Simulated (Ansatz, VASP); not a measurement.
TiB2H2: VASP beside Ansatz

```
Ti B H
1.0
     3.93480    0.00000    0.00000
    -1.96740    3.40764    0.00000
     0.00000    0.00000    2.95980
Ti B H
1 2 2
Direct
  0.00000 0.00000 0.00000
  0.33333 0.66667 0.00000
  0.66667 0.33333 0.00000
  0.33333 0.66667 0.50000
  0.66667 0.33333 0.50000
```

Alike in both runs: functional PBE; k mesh 12 × 12 × 12; occupations gaussian, width 0.1 eV; no spin polarisation.

Ansatz relaxed the structure, and its values are those at the end. VASP's run is a single point on that final structure, the one shown.

|  | VASP | Ansatz |
| --- | --- | --- |
| version | VASP 6.6.1 | Ansatz 0.2.0 |
| potentials or method | VASP PAW PBE potentials, release 64 (Ti_sv, B, H) | scalar-relativistic, plane waves, PAW |
| plane-wave cutoff (eV) | 520 | 420 |
| valence electrons in the cell | 20 | 20 |

|  | VASP | Ansatz | Ansatz less VASP |
| --- | --- | --- | --- |
| gap on the k mesh at the Fermi level (eV) | none | none | - |
| pressure (GPa) | -0.2 | 0.0 | +0.21 |

A gap of «none» marks a metal or a gap that the smearing closes. The functional is the same, so the differences come from potentials, cutoffs and numerics.
